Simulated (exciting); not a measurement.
YN under changes of volume

One of the cells (14.500 Å³/atom); the others are scaled copies at fixed shape and fractional positions:

```
Y N
1.0
     0.00000    2.43850    2.43850
     2.43850    0.00000    2.43850
     2.43850    2.43850    0.00000
Y N
1 1
Direct
  0.00000 0.00000 0.00000
  0.50000 0.50000 0.50000
```

| Item | Value |
| --- | --- |
| Program | exciting (release sodium) |
| Functional | PBE |
| Potentials or basis | all-electron LAPW+lo, shipped species files, valence relativity iora* |
| rgkmax | 7.5 |
| k mesh | 9 × 9 × 9 |
| Occupations | fermi-dirac, width 0.05 eV |
| Spin | no spin polarisation |

```tsv
volume (Å³/atom)	energy over the lowest point (meV/atom)	gap on the mesh (eV)
13.630	?	?
13.920	27.04	0.17
14.210	11.39	0.21
14.500	2.59	0.24
14.790	0.00	0.27
15.080	3.10	0.30
15.370	11.24	0.33
```

Question: What does the run at 13.630 Å³/atom give?

Answer: Energy over the lowest point 50.43 meV/atom; gap on the mesh 0.13 eV.

Worked out: A Birch-Murnaghan fit of order 3 (a polynomial in V^(-2/3)) to the other rows has its minimum at 14.77 Å³/atom with B0 = V·E''(V) = 159 GPa and B' = 4.0. It gives 50.30 meV/atom at 13.630 Å³/atom, against the run's 50.43. A straight line through the other rows of the gap, of slope 1.59 eV per unit of ln V, extrapolates to 0.14 eV, against the run's 0.13.

Energies are extrapolated to zero smearing.

Caveats: an odd mesh through Γ misses points on the zone boundary, where band edges often lie. Spin-orbit coupling on Y is left out.
